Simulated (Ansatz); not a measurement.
# Nb under changes of volume

One of the cells (18.922 Å³/atom); the others are scaled copies at fixed shape and fractional positions:

```
CELL_PARAMETERS angstrom
0.00000 2.11500 2.11500
2.11500 0.00000 2.11500
2.11500 2.11500 0.00000
ATOMIC_POSITIONS crystal
Nb 0.00000 0.00000 0.00000
```

This isn't the form of Nb at room conditions, which is bcc.

```yaml
Program: Ansatz 0.2.0
Functional: PBEsol
Potentials_or_basis: JTH PAW
Cutoff: "1170 eV (not typed: the program's choice for these potentials)"
k_mesh: 11 × 11 × 11
Occupations: fermi-dirac, width 0.05 eV
Spin: no spin polarisation
```

| volume (Å³/atom) | energy over the lowest point (meV/atom) | pressure (GPa) |
| --- | --- | --- |
| 17.786 | 2.29 | 2.9 |
| 18.165 | 0.00 | -0.9 |
| 18.543 | 6.36 | -4.4 |
| 18.922 | 20.56 | -7.5 |
| 19.300 | ? | ? |
| 19.679 | 69.38 | -12.8 |
| 20.057 | 102.59 | -15.0 |

Problem. What does the run at 19.300 Å³/atom give?

Solution. Energy over the lowest point 41.80 meV/atom; pressure -10.3 GPa.

Worked out: A Birch-Murnaghan fit of order 3 (a polynomial in V^(-2/3)) to the other rows has its minimum at 18.07 Å³/atom with B0 = V·E''(V) = 180 GPa and B' = 4.0. It gives 41.77 meV/atom at 19.300 Å³/atom, against the run's 41.80, and -dE/dV = -10.4 GPa, against -10.3.

Energies are extrapolated to zero smearing.
